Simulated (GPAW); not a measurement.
# Si (P6/mmm) in GPAW: notebook

Runs on Si. Level: PBEsol. Tasks: relaxation of cell and atoms.

All numbers are computed with GPAW 26.7.0; they aren't measurements. Logs are shortened: lines on timing, memory, paths and dates and some standing lists are left out, and cuts for length are marked. The log counts tension as positive stress, the text compression.

## Step 1: The structure

Symmetry: P6/mmm, No. 191, hexagonal system. Conventional cell: a = 2.621 Å, b = 2.621 Å, c = 2.466 Å, α = 90.00°, β = 90.00°, γ = 120.00°. Around Si (site symmetry 6/mmm) lie 8 Si at 2.47 to 2.62 Å.

This isn't the form of Si at room conditions, which is diamond.

## Step 2: Relaxation of cell and atoms, PBEsol

run.py

```python
from ase import Atoms
from ase.filters import FrechetCellFilter
from ase.io import write
from ase.optimize import BFGS
from gpaw import GPAW, PW, setup_paths

setup_paths.insert(0, '.')

atoms = Atoms(['Si'],
              cell=[[2.6205428149, 0.0, 0.0],
                    [-1.3102714075, 2.2694566494, 0.0],
                    [0.0, 0.0, 2.46635439]],
              scaled_positions=[[0.0, 0.0, 0.0]],
              pbc=True)

calc = GPAW(mode=PW(600),
            xc='PBEsol',
            kpts={'size': (12, 12, 11), 'gamma': True},
            occupations={'name': 'fermi-dirac', 'width': 0.05},
            nbands=8,
            convergence={'density': 1e-05, 'forces': 0.0001},
            maxiter=150,
            txt='gpaw.txt')
atoms.calc = calc
opt = BFGS(FrechetCellFilter(atoms), trajectory='relax.traj', logfile='-')
done = opt.run(fmax=0.02, steps=60)
calc.write('gs.gpw')
write('result.traj', atoms)
print('Converged:', done)
print('Cell:', atoms.cell.cellpar().round(4))
print('Volume:', round(atoms.get_volume(), 4))
print(atoms.get_scaled_positions().round(5))
```

Potentials or basis: PAW data sets generated in the run's folder for this functional, pw.

Run with:

```
gpaw-setup -f PBEsol Si
OMP_NUM_THREADS=1 python run.py
```

gpaw.txt:

```text
__  _  _
 | _ |_)|_||  |
 |__||  | ||/\| - 26.7.0

Input parameters:
  mode=PW(ecut=600.0),
  convergence={'density': 1e-05, 'forces': 0.0001},
  kpts=MonkhorstPack(size=(12, 12, 11), gamma=True),
  maxiter=150,
  nbands=8,
  occupations=Occupations(name='fermi-dirac', width=0.05),
  xc=XC(name='PBEsol')

Diagonalizing LCAO Hamiltonian
Converting LCAO to pw mode

       Si

Atoms  # Å, Bohr magnetons
|   | symbol |        x |        y |        z |    initial magnetic moments |
|---|--------|----------|----------|----------|-----------------------------|
| 0 |     Si | 0.000000 | 0.000000 | 0.000000 | ( 0.0000,  0.0000,  0.0000) |

Unit cell  # Å
| periodic |         x |        y |        z |  lengths |     angles |
|----------|-----------|----------|----------|----------|------------|
|      yes |  2.620543 | 0.000000 | 0.000000 | 2.620543 |  90.000000 |
|      yes | -1.310271 | 2.269457 | 0.000000 | 2.620543 |  90.000000 |
|      yes |  0.000000 | 0.000000 | 2.466354 | 2.466354 | 120.000000 |

Number of symmetries: 24
Symmetry operations  # r_c * U_cc + t_c -> r_c
|    | kind |            matrix            |
|----|------|------------------------------|
|  0 |  σ   |  1, 1, 0,  0,-1, 0,  0, 0, 1 |
|  1 |  C2  |  1, 1, 0,  0,-1, 0,  0, 0,-1 |
|  2 |  C6  |  1, 1, 0, -1, 0, 0,  0, 0, 1 |
|  3 |  S6  |  1, 1, 0, -1, 0, 0,  0, 0,-1 |
|  4 |  E   |  1, 0, 0,  0, 1, 0,  0, 0, 1 |
|  5 |  σ   |  1, 0, 0,  0, 1, 0,  0, 0,-1 |
|  6 |  σ   |  1, 0, 0, -1,-1, 0,  0, 0, 1 |
|  7 |  C2  |  1, 0, 0, -1,-1, 0,  0, 0,-1 |
|  8 |  σ   |  0, 1, 0,  1, 0, 0,  0, 0, 1 |
|  9 |  C2  |  0, 1, 0,  1, 0, 0,  0, 0,-1 |
| 10 |  C3  |  0, 1, 0, -1,-1, 0,  0, 0, 1 |
| 11 |  S3  |  0, 1, 0, -1,-1, 0,  0, 0,-1 |
| 12 |  C6  |  0,-1, 0,  1, 1, 0,  0, 0, 1 |
| 13 |  S6  |  0,-1, 0,  1, 1, 0,  0, 0,-1 |
| 14 |  σ   |  0,-1, 0, -1, 0, 0,  0, 0, 1 |
| 15 |  C2  |  0,-1, 0, -1, 0, 0,  0, 0,-1 |
| 16 |  σ   | -1, 0, 0,  1, 1, 0,  0, 0, 1 |
| 17 |  C2  | -1, 0, 0,  1, 1, 0,  0, 0,-1 |
| 18 |  C2  | -1, 0, 0,  0,-1, 0,  0, 0, 1 |
| 19 |  i   | -1, 0, 0,  0,-1, 0,  0, 0,-1 |
| 20 |  C3  | -1,-1, 0,  1, 0, 0,  0, 0, 1 |
| 21 |  S3  | -1,-1, 0,  1, 0, 0,  0, 0,-1 |
| 22 |  σ   | -1,-1, 0,  0, 1, 0,  0, 0, 1 |
| 23 |  C2  | -1,-1, 0,  0, 1, 0,  0, 0,-1 |
[... 137 lines left out ...]
dipole moment: (-2.856910, -4.948313, -5.377628)  # |e|*Ang

Fermi level: 8.907
Eigenvalues  # (at kpt = [-0.000, -0.000, 0.000])
| band index |      eig [eV] | occ [0-2] |
|------------|---------------|-----------|
|          0 |        -5.210 |     2.000 |
|          1 |        16.467 |     0.000 |
|          2 |        16.951 |     0.000 |
|          3 |        19.311 |     0.000 |
|          4 |        19.311 |     0.000 |
|          5 |        21.211 |     0.000 |
|          6 |        21.211 |     0.000 |
|          7 |        26.762 |     0.000 |

No gap
No difference between direct/indirect transitions

Stress tensor  # eV/Ang^3
|        x |        y |         z |
|----------|----------|-----------|
| 0.002809 | 0.000000 |  0.000000 |
| 0.000000 | 0.002809 |  0.000000 |
| 0.000000 | 0.000000 | -0.025013 |

Forces  # eV/Ang
|        x |       y |       z |
|----------|---------|---------|
| -0.00000 | 0.00000 | 0.00000 |  # Si   0

Interpolating wave functions to new cell

       Si

Atoms  # Å, Bohr magnetons
|   | symbol |         x |        y |        z |    initial magnetic moments |
|---|--------|-----------|----------|----------|-----------------------------|
| 0 |     Si | -0.000000 | 0.000000 | 0.000000 | ( 0.0000,  0.0000,  0.0000) |

Unit cell  # Å
| periodic |         x |         y |        z |  lengths |     angles |
|----------|-----------|-----------|----------|----------|------------|
|      yes |  2.619001 | -0.000000 | 0.000000 | 2.619001 |  90.000000 |
|      yes | -1.309500 |  2.268121 | 0.000000 | 2.619001 |  90.000000 |
|      yes |  0.000000 |  0.000000 | 2.479315 | 2.479315 | 120.000000 |

Number of symmetries: 24
Symmetry operations  # r_c * U_cc + t_c -> r_c
|    | kind |            matrix            |
|----|------|------------------------------|
|  0 |  σ   |  1, 1, 0,  0,-1, 0,  0, 0, 1 |
|  1 |  C2  |  1, 1, 0,  0,-1, 0,  0, 0,-1 |
|  2 |  C6  |  1, 1, 0, -1, 0, 0,  0, 0, 1 |
|  3 |  S6  |  1, 1, 0, -1, 0, 0,  0, 0,-1 |
|  4 |  E   |  1, 0, 0,  0, 1, 0,  0, 0, 1 |
|  5 |  σ   |  1, 0, 0,  0, 1, 0,  0, 0,-1 |
|  6 |  σ   |  1, 0, 0, -1,-1, 0,  0, 0, 1 |
|  7 |  C2  |  1, 0, 0, -1,-1, 0,  0, 0,-1 |
|  8 |  σ   |  0, 1, 0,  1, 0, 0,  0, 0, 1 |
|  9 |  C2  |  0, 1, 0,  1, 0, 0,  0, 0,-1 |
| 10 |  C3  |  0, 1, 0, -1,-1, 0,  0, 0, 1 |
| 11 |  S3  |  0, 1, 0, -1,-1, 0,  0, 0,-1 |
| 12 |  C6  |  0,-1, 0,  1, 1, 0,  0, 0, 1 |
| 13 |  S6  |  0,-1, 0,  1, 1, 0,  0, 0,-1 |
| 14 |  σ   |  0,-1, 0, -1, 0, 0,  0, 0, 1 |
| 15 |  C2  |  0,-1, 0, -1, 0, 0,  0, 0,-1 |
| 16 |  σ   | -1, 0, 0,  1, 1, 0,  0, 0, 1 |
| 17 |  C2  | -1, 0, 0,  1, 1, 0,  0, 0,-1 |
| 18 |  C2  | -1, 0, 0,  0,-1, 0,  0, 0, 1 |
| 19 |  i   | -1, 0, 0,  0,-1, 0,  0, 0,-1 |
| 20 |  C3  | -1,-1, 0,  1, 0, 0,  0, 0, 1 |
| 21 |  S3  | -1,-1, 0,  1, 0, 0,  0, 0,-1 |
| 22 |  σ   | -1,-1, 0,  0, 1, 0,  0, 0, 1 |
| 23 |  C2  | -1,-1, 0,  0, 1, 0,  0, 0,-1 |
[... 136 lines left out ...]
dipole moment: (-2.855426, -4.945744, -5.406261)  # |e|*Ang

Fermi level: 8.849
Eigenvalues  # (at kpt = [-0.000, -0.000, 0.000])
| band index |      eig [eV] | occ [0-2] |
|------------|---------------|-----------|
|          0 |        -5.226 |     2.000 |
|          1 |        16.353 |     0.000 |
|          2 |        16.692 |     0.000 |
|          3 |        19.328 |     0.000 |
|          4 |        19.328 |     0.000 |
|          5 |        21.206 |     0.000 |
|          6 |        21.206 |     0.000 |
|          7 |        26.762 |     0.000 |

No gap
No difference between direct/indirect transitions

Stress tensor  # eV/Ang^3
|        x |        y |         z |
|----------|----------|-----------|
| 0.001952 | 0.000000 |  0.000000 |
| 0.000000 | 0.001952 |  0.000000 |
| 0.000000 | 0.000000 | -0.012841 |

Forces  # eV/Ang
|       x |        y |       z |
|---------|----------|---------|
| 0.00000 | -0.00000 | 0.00000 |  # Si   0

Interpolating wave functions to new cell

       Si

Atoms  # Å, Bohr magnetons
|   | symbol |         x |        y |        z |    initial magnetic moments |
|---|--------|-----------|----------|----------|-----------------------------|
| 0 |     Si | -0.000000 | 0.000000 | 0.000000 | ( 0.0000,  0.0000,  0.0000) |

Unit cell  # Å
| periodic |         x |         y |        z |  lengths |     angles |
|----------|-----------|-----------|----------|----------|------------|
|      yes |  2.616756 | -0.000000 | 0.000000 | 2.616756 |  90.000000 |
|      yes | -1.308378 |  2.266177 | 0.000000 | 2.616756 |  90.000000 |
|      yes | -0.000000 |  0.000000 | 2.493354 | 2.493354 | 120.000000 |

Number of symmetries: 24
Symmetry operations  # r_c * U_cc + t_c -> r_c
|    | kind |            matrix            |
|----|------|------------------------------|
|  0 |  σ   |  1, 1, 0,  0,-1, 0,  0, 0, 1 |
|  1 |  C2  |  1, 1, 0,  0,-1, 0,  0, 0,-1 |
|  2 |  C6  |  1, 1, 0, -1, 0, 0,  0, 0, 1 |
|  3 |  S6  |  1, 1, 0, -1, 0, 0,  0, 0,-1 |
|  4 |  E   |  1, 0, 0,  0, 1, 0,  0, 0, 1 |
|  5 |  σ   |  1, 0, 0,  0, 1, 0,  0, 0,-1 |
|  6 |  σ   |  1, 0, 0, -1,-1, 0,  0, 0, 1 |
|  7 |  C2  |  1, 0, 0, -1,-1, 0,  0, 0,-1 |
|  8 |  σ   |  0, 1, 0,  1, 0, 0,  0, 0, 1 |
|  9 |  C2  |  0, 1, 0,  1, 0, 0,  0, 0,-1 |
| 10 |  C3  |  0, 1, 0, -1,-1, 0,  0, 0, 1 |
| 11 |  S3  |  0, 1, 0, -1,-1, 0,  0, 0,-1 |
| 12 |  C6  |  0,-1, 0,  1, 1, 0,  0, 0, 1 |
| 13 |  S6  |  0,-1, 0,  1, 1, 0,  0, 0,-1 |
| 14 |  σ   |  0,-1, 0, -1, 0, 0,  0, 0, 1 |
| 15 |  C2  |  0,-1, 0, -1, 0, 0,  0, 0,-1 |
| 16 |  σ   | -1, 0, 0,  1, 1, 0,  0, 0, 1 |
| 17 |  C2  | -1, 0, 0,  1, 1, 0,  0, 0,-1 |
| 18 |  C2  | -1, 0, 0,  0,-1, 0,  0, 0, 1 |
| 19 |  i   | -1, 0, 0,  0,-1, 0,  0, 0,-1 |
| 20 |  C3  | -1,-1, 0,  1, 0, 0,  0, 0, 1 |
| 21 |  S3  | -1,-1, 0,  1, 0, 0,  0, 0,-1 |
| 22 |  σ   | -1,-1, 0,  0, 1, 0,  0, 0, 1 |
| 23 |  C2  | -1,-1, 0,  0, 1, 0,  0, 0,-1 |
[... 136 lines left out ...]
dipole moment: (-2.853161, -4.941819, -5.437220)  # |e|*Ang

Fermi level: 8.790
Eigenvalues  # (at kpt = [-0.000, -0.000, 0.000])
| band index |      eig [eV] | occ [0-2] |
|------------|---------------|-----------|
|          0 |        -5.242 |     2.000 |
|          1 |        16.231 |     0.000 |
|          2 |        16.418 |     0.000 |
|          3 |        19.361 |     0.000 |
|          4 |        19.361 |     0.000 |
|          5 |        21.210 |     0.000 |
|          6 |        21.210 |     0.000 |
|          7 |        26.774 |     0.000 |

No gap
No difference between direct/indirect transitions

Stress tensor  # eV/Ang^3
|        x |        y |        z |
|----------|----------|----------|
| 0.000003 | 0.000000 | 0.000000 |
| 0.000000 | 0.000003 | 0.000000 |
| 0.000000 | 0.000000 | 0.000983 |

Forces  # eV/Ang
|        x |        y |       z |
|----------|----------|---------|
| -0.00000 | -0.00000 | 0.00000 |  # Si   0

# Writing to gs.gpw (mode='')
```

It took 22 s on 1 thread of Arm Neoverse V1, shared host; peak memory 0.16 GiB.

What came out:

```yaml
Free_energy: -5.5489 eV
Relaxed_volume: 14.79 Å³/atom
Relaxed_cell: a = 2.617 Å, b = 2.617 Å, c = 2.493 Å, α = 90.00°, β = 90.00°, γ = 120.00°
Space_group_after_relaxing_to_0.05_Å: P6/mmm (No. 191)
Energy_gained_by_relaxing: 2.4 meV/atom
Ionic_steps: 3
Pressure_after_relaxing: -0.1 GPa
Band_gap_on_the_k_mesh: none (metal or under the smearing width)
```

Stress tensor (GPa, compression positive):
```
 0.00  0.00  0.00
 0.00  0.00  0.00
 0.00  0.00 -0.16
```

Step by step:
| step | energy change (eV) | largest force (eV/Å) | pressure (GPa) | volume (Å³) |
| --- | --- | --- | --- | --- |
| 1 | 0.0000 | 0.0000 | 1.04 | 14.67 |
| 2 | -0.0018 | 0.0000 | 0.48 | 14.73 |
| 3 | -0.0024 | 0.0000 | -0.05 | 14.79 |

Final structure:
```yaml
crystal:
  lattice:
    - [2.61676, 0.00000, 0.00000]
    - [-1.30838, 2.26618, 0.00000]
    - [0.00000, 0.00000, 2.49335]
  atoms:
    - { symbol: Si, position: [0.00000, 0.00000, 0.00000] }
```

Caveat: later steps reuse the first step's grids.

## Step 3: Relaxation of cell and atoms, PBEsol, target pressure 2 GPa, at which the enthalpy is minimised

run.py: that of step 2 with these lines changed.

```diff
@@ -4,2 +4,3 @@
 from ase.optimize import BFGS
+from ase.units import GPa
 from gpaw import GPAW, PW, setup_paths
@@ -24,3 +25,3 @@
 atoms.calc = calc
-opt = BFGS(FrechetCellFilter(atoms), trajectory='relax.traj', logfile='-')
+opt = BFGS(FrechetCellFilter(atoms, scalar_pressure=2 * GPa), trajectory='relax.traj', logfile='-')
 done = opt.run(fmax=0.02, steps=60)
```

Potentials or basis: PAW data sets generated in the run's folder for this functional, pw.

Run with:

```
gpaw-setup -f PBEsol Si
OMP_NUM_THREADS=1 python run.py
```

Wall time 28 s (1 thread of Arm Neoverse V1, shared host); peak memory 0.16 GiB.

The run converged. Its results:

```yaml
Free_energy: -5.5475 eV
Relaxed_volume: 14.54 Å³/atom
Relaxed_cell: a = 2.602 Å, b = 2.602 Å, c = 2.480 Å, α = 90.00°, β = 90.00°, γ = 120.00°
Space_group_after_relaxing_to_0.05_Å: P6/mmm (No. 191)
Energy_change_on_relaxing_the_enthalpy_is_what_falls: -1.0 meV/atom
Ionic_steps: 4
Pressure_after_relaxing: 2.0 GPa
Band_gap_on_the_k_mesh: none (metal or under the smearing width)
```

The path:
| step | energy change (eV) | largest force (eV/Å) | pressure (GPa) | volume (Å³) |
| --- | --- | --- | --- | --- |
| 1 | 0.0000 | 0.0000 | 1.04 | 14.67 |
| 2 | -0.0011 | 0.0000 | 1.43 | 14.61 |
| 3 | -0.0009 | 0.0000 | 2.00 | 14.54 |
| 4 | -0.0010 | 0.0000 | 1.97 | 14.54 |

Final structure:
```
Si
1.0
     2.60209    0.00000    0.00000
    -1.30104    2.25348    0.00000
     0.00000    0.00000    2.47996
Si
1
Direct
  0.00000 0.00000 0.00000
```

Levels at points of the mesh, in eV from the Fermi level:
```csv
k point,band 1,band 2,band 3,band 4
"(0.00, 0.00, 0.00)",-14.18,7.45,7.73,10.76
"(0.50, 0.50, 0.00)",-7.51,-6.83,5.41,6.67
```

Caveat: later steps reuse the first step's grids.
